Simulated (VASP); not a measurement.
# C: relaxed cell and band gap, by functional

C, Fd-3m (no. 227), 2 atoms in the cell.

| Functional | Volume (Å³/atom) | Change from the starting volume (fraction) | Gap, path and mesh (eV) | Time (s) |
|---|---|---|---|---|
| LDA | 5.52 | -0.027 | 4.17 | 14 |
| LDA (PW92) | 5.51 | -0.029 | 4.18 | 15 |
| LDA (VWN5) | 5.50 | -0.030 | 4.18 | 15 |
| LDA (Hedin-Lundqvist) | 5.52 | -0.026 | 4.16 | 14 |
| LDA (Wigner) | 5.66 | -0.001 | 4.04 | 14 |
| Slater exchange only | 5.77 | 0.017 | 3.97 | 16 |
| PBE exchange only | 6.12 | 0.080 | 4.27 | 28 |
| PBE | 5.69 | 0.004 | 4.12 | 18 |
| PBEsol | 5.62 | -0.010 | 4.03 | 19 |

## Input of the first row

INCAR.step1:
```
PREC     = Accurate       # precision mode
ENCUT    = 600            # plane-wave cutoff, eV
EDIFF    = 1E-7           # SCF threshold, eV
ISMEAR   = 0              # smearing method
SIGMA    = 0.02           # smearing width, eV
LREAL    = False          # projectors in reciprocal space
LASPH    = True           # aspherical terms in the spheres
GGA_COMPAT= False        
ALGO     = Normal         # electronic algorithm
NELM     = 150            # most SCF steps
ISIF     = 3              # what is computed and relaxed
LWAVE    = False          # write WAVECAR
LCHARG   = False          # write CHGCAR
GGA      = CA             # functional
IBRION   = 2              # ionic algorithm
EDIFFG   = -0.005         # ionic threshold
NSW      = 60             # ionic steps
```

INCAR.step2, as INCAR.step1 but for:
```
- NSW = 60
+ NSW = 40
```

INCAR.step3, as INCAR.step2 but for:
```
- ISIF = 3
- IBRION = 2
- EDIFFG = -0.005
- NSW = 40
+ ISIF = 2
+ NBANDS = 11
```

KPOINTS:
```
k-points
0
Gamma
  10 10 10
```

KPOINTS_OPT:
```
path GXWKGLUWLK,UX
8
line-mode
reciprocal
 0.0000000000  0.0000000000  0.0000000000  G
 0.5000000000  0.0000000000  0.5000000000  X

 0.5000000000  0.0000000000  0.5000000000  X
 0.5000000000  0.2500000000  0.7500000000  W

 0.5000000000  0.2500000000  0.7500000000  W
 0.3750000000  0.3750000000  0.7500000000  K

 0.3750000000  0.3750000000  0.7500000000  K
 0.0000000000  0.0000000000  0.0000000000  G

 0.0000000000  0.0000000000  0.0000000000  G
 0.5000000000  0.5000000000  0.5000000000  L

 0.5000000000  0.5000000000  0.5000000000  L
 0.6250000000  0.2500000000  0.6250000000  U

 0.6250000000  0.2500000000  0.6250000000  U
 0.5000000000  0.2500000000  0.7500000000  W

 0.5000000000  0.2500000000  0.7500000000  W
 0.5000000000  0.5000000000  0.5000000000  L

 0.5000000000  0.5000000000  0.5000000000  L
 0.3750000000  0.3750000000  0.7500000000  K

 0.6250000000  0.2500000000  0.6250000000  U
 0.5000000000  0.0000000000  0.5000000000  X
```

POSCAR.step1:
```
C
1.0
    0.0000000000      1.7833700000      1.7833700000
    1.7833700000      0.0000000000      1.7833700000
    1.7833700000      1.7833700000      0.0000000000
C
2
Direct
    0.7500000000      0.7500000000      0.7500000000
    0.5000000000      0.5000000000      0.5000000000
```

Commands (each step's output is kept before the next begins):
```
cat potpaw_LDA.64/C/POTCAR > POTCAR
cp INCAR.step1 INCAR
cp POSCAR.step1 POSCAR
mpirun -np 1 vasp_std > vasp.out
cp CONTCAR POSCAR
rm WAVECAR CHG
cp INCAR.step2 INCAR
mpirun -np 1 vasp_std > vasp.out
cp CONTCAR POSCAR
rm WAVECAR CHG
cp INCAR.step3 INCAR
mpirun -np 1 vasp_std > vasp.out
```

Changes of the last row against the first:
```
(all steps)
- GGA = CA
+ GGA = PS
- cat potpaw_LDA.64/C/POTCAR > POTCAR
+ cat potpaw_PBE.64/C/POTCAR > POTCAR
```

VASP 6.6.1 took 14 s on 1 core (Intel Xeon Platinum 8488C (Sapphire Rapids)), a shared host.
